## Why one WSe₂ layer has four optical frequencies, and what spreads them

A single layer of WSe₂ has three atoms in its repeating cell: one W in the middle plane, one Se in a plane above it and one Se in a plane below. Each atom can move in three directions, so there are nine vibrations in which every cell moves alike. Along any one direction, the three atoms can do only three independent things. They can all shift together; the two Se can move against each other while W rests; or the two Se can move together against W. Three patterns in three directions make nine.

The shifts of the whole layer cost no energy, which leaves six true vibrations. The layer has a threefold axis, so the two directions in the plane are equivalent, and each in-plane pattern appears as a pair of equal frequencies. The count therefore promises two pairs and two single modes, four distinct frequencies in total. The table gives the result of a density-functional calculation; "phonon frequency" is the vibration frequency as a wavenumber.

Harmonic phonons of a WSe₂ monolayer at relaxed atomic positions, calculated with VASP 6.6.1 using PBE-D3(BJ) without spin polarisation or spin–orbit coupling. The runs use the recommended PBE PAW potentials (W_sv, Se), a 600 eV cutoff, a 12×12×1 k mesh and Gaussian smearing of 0.05 eV. Phonon q row 1 is the zone centre, q = (0, 0, 0).

| row | phonon q row (row) | phonon frequency (cm⁻¹) |
| --- | --- | --- |
| 1 | 1 | 0.0 |
| 2 | 1 | 0.0 |
| 3 | 1 | 0.0 |
| 4 | 1 | 170.3 |
| 5 | 1 | 170.3 |
| 6 | 1 | 242.3 |
| 7 | 1 | 242.3 |
| 8 | 1 | 244.5 |
| 9 | 1 | 304.0 |

The pattern is as counted: three zeros, a pair at 170.3, a pair at 242.3, and single modes at 244.5 and 304.0 1/cm. By the established assignment, the lowest pair is the shear of the two Se planes against each other, and the second pair is W against Se in the plane. The mode at 244.5 is the breathing of the Se planes, in which the layer grows thicker and thinner. The highest is W against Se along the normal.

Two things call for an explanation. The highest frequency is almost 1.8 times the lowest, although all six vibrations strain the same W–Se bonds. And two quite different motions, rows 6 and 7 on one side and row 8 on the other, lie within one percent of each other.

### The heavy atom that does not stand still

A tempting explanation starts from the weight of tungsten. A W atom is about 2.3 times as heavy as a Se atom, so it seems natural to treat it as a fixed post to which the light Se atoms are tied. In that picture it makes no difference whether the two Se move together or oppositely. Only the direction of motion would count, because the bonds are slanted and resist some directions more than others.

The table refutes this at once. With W fixed and only W–Se bonds at work, the two in-plane pairs would have the same frequency. They differ by 42 percent.

The mistake lies in comparing W with one Se atom when it has two of them to balance. If both Se move to the right, W must move to the left so that the centre of mass stays at rest. With $m$ the mass of Se and $M$ that of W, its displacement is $2m/M = 0.86$ of theirs. The supposed post moves almost as far as the atoms tied to it.

This recoil raises the frequency, because a bond is strained by the relative displacement of its ends. Let $K$ be the restoring force on one Se atom per unit of displacement relative to W, in the direction considered. When the two Se move oppositely, W is at rest and

$$\omega_{\text{still}}^2 = \frac{K}{m}.$$

When they move together, the relative displacement is larger by the factor $1+2m/M$, and so is the force:

$$\omega_{\text{recoil}}^2 = \frac{K}{m}\left(1+\frac{2m}{M}\right).$$

The frequency thus rises by a factor of $\sqrt{1.86}$, or 1.36. No bond has become stiffer; the same displacement of Se merely strains it more.

### Recoil alone is not enough either

One could now swing to the other extreme and let recoil explain everything, with W–Se bonds that resist equally in all directions. Then the two modes with W at rest, shear and breathing, would coincide. In the table the breathing mode lies 44 percent above the shear. Direction matters after all, and its effect can be estimated from the shape of the layer.

Each Se atom sits on a tripod of three bonds to W. In the relaxed structure each bond makes an angle $\theta$ of about 48° with the normal. Suppose that a bond resists only a change of its length, with stiffness $k$. A small displacement of Se along the normal changes each length by the fraction $\cos\theta$ of that displacement, and the force along the normal picks up the same factor again. For motion in the plane the factor is $\sin\theta$, and it is shared between two directions:

$$K_{\text{normal}} = 3k\cos^2\theta, \qquad K_{\text{plane}} = \tfrac{3}{2}\,k\sin^2\theta.$$

With the unrounded angle, the frequency along the normal should exceed that in the plane by a factor of 1.26. A tripod is stiffer when pressed from above than when pushed sideways, provided that its legs are steep enough. Here they are, though not by much: the two stiffnesses would be equal at an angle of about 55°.

### Two factors that multiply

Recoil depends on which atoms move together, and the tripod on the direction in which they move. The two causes are independent, so their factors multiply. The lowest pair has neither advantage, the highest mode has both, and each of the two modes in between has one.

The highest frequency can therefore be estimated from the lowest. Starting at 170.3 1/cm, the recoil of W gives a factor of 1.363 and the direction a factor of 1.257:

$$170.3 \times 1.363 \times 1.257 \approx 292\ \text{1/cm}.$$

The calculated value is 304.0, so the estimate is 4 percent low. It used one frequency, two atomic masses and one angle; the highest mode itself did not enter.

A fairer comparison of the three explanations treats all four distinct frequencies alike. Each explanation was given one adjustable stiffness, chosen by least squares on these four values. Direction alone and recoil alone then miss by about 34 1/cm each (root mean square), and both together by 11. The combination has no more freedom than either of its parts, so the improvement comes from the physics in it. The numbers decide clearly against a single cause.

### What the breathing mode adds

The combined picture has a weak spot. In the same fit it places the breathing mode 18 1/cm too low, its largest miss; the shear comes out 9.9 1/cm too high. The same fault shows in the recoil factor: the table gives 1.423 in the plane but only 1.243 along the normal, against 1.363 from the masses. The breathing mode differs from the others in a simple way: it is the only one that changes, to first order, the distance between a Se atom and the one facing it across the layer, and it opens and closes the Se–W–Se angle between them. A model made of stretched W–Se bonds alone has no means of noticing either.

The remedy is a coupling $S$ between the two planes of Se atoms. It plays no part when they move together, since their separation then stays as it was. When they move oppositely, each is displaced by twice its own amplitude relative to the other, and

$$\omega_{\text{still}}^2 = \frac{K+2S}{m}.$$

In each direction there are now two unknowns, $K$ and $S$, and two frequencies, so both follow exactly. This is a way of reading the frequencies and no longer a test of the model. Along the normal, $S$ comes out as a tenth of $K$. In the plane it is slightly negative, at $-0.04$ of $K$: the coupling helps the Se planes to slide instead of holding them back.

The pair of signs does not single out a cause, because two different ones predict it. Two atoms that repel each other resist being pushed closer, but gain energy by slipping sideways out of each other's way, and the Se atoms face each other directly across the layer, about 3.4 Å apart. A stiff Se–W–Se angle between these two atoms is expected to act alike. The breathing changes this angle, and so does the in-plane motion of W against both Se, whereas the shear and the motion of W along the normal leave it unchanged to first order. That too appears as a positive $S$ along the normal and a negative one in the plane. Four frequencies cannot tell the two causes apart.

The same reading supports the assignment of the modes. If the two in-plane pairs were exchanged, the Se–Se coupling would have to be 1.4 times the W–Se coupling; exchanging the two single modes would require 0.94. Neither is plausible for atoms that are not bonded to each other, set against W–Se bonds of 2.5 Å.

The separation also allows a cleaner look at the tripod. In the two modes with W moving, $S$ has dropped out, and their ratio depends on the W–Se coupling alone. It is 1.255, against 1.257 from the angle. Such close agreement in a single ratio is probably in part a cancellation. Real bonds also resist a change of angle, and this enters $K$ as well: the angle across the layer is expected to stiffen the motion in the plane, the angles within a tripod mainly the motion along the normal, so the two pull the ratio in opposite directions. The match fits the tripod picture but does not show that stretching alone is at work.

### A coincidence, not a family

It remains to explain why rows 6, 7 and 8 lie so close together. Three nearly equal frequencies look like one motion in three directions, slightly split by the flat shape of the layer. But the motions are different in kind: in rows 6 and 7 the W atom moves, and in row 8 it rests.

A thought experiment separates them. Let W be infinitely heavy and leave all forces as they are. The in-plane pair at 242.3 would lose its recoil factor and fall to 178 1/cm, close to the shear. The highest mode would fall from 304.0 to 223. The breathing mode would stay at 244.5 and become the highest of all. These values follow from the calculated frequencies and the masses, once the assignment and harmonic forces are accepted.

The neighbours in the table have thus climbed from the same floor by different stairs. The in-plane pair lies at 1.42 times the frequency of the shear, chiefly because W recoils. The breathing mode lies at 1.44 times that frequency, because the tripod is stiffer along the normal and the Se–Se coupling, whatever its origin, adds to the restoring force. That the two climbs are almost equal is an accident of masses, angle and coupling. The remaining gap of 2.2 1/cm is small enough for a slight strain or another density functional to change it, perhaps even to reverse the order.

For someone who monitors such layers by their vibrational spectrum, this has a practical side. A single peak in this region may hold two vibrations, one in which the metal atom moves in the plane and one in which the thickness of the layer changes while the metal rests. A shift of the peak need not mean that both have moved.

Only one layer was calculated here, but the reasoning should carry over to others of the same build, as long as stretching of the bonds to the metal dominates there too. Two questions then matter. How heavy are the two outer atoms together, compared with the metal atom? The heavier they are, the further a mode with a moving metal atom rises above the mode in the same direction in which it rests. And how steep are the bonds? The steeper they stand, the further a motion along the normal rises above its counterpart in the plane.
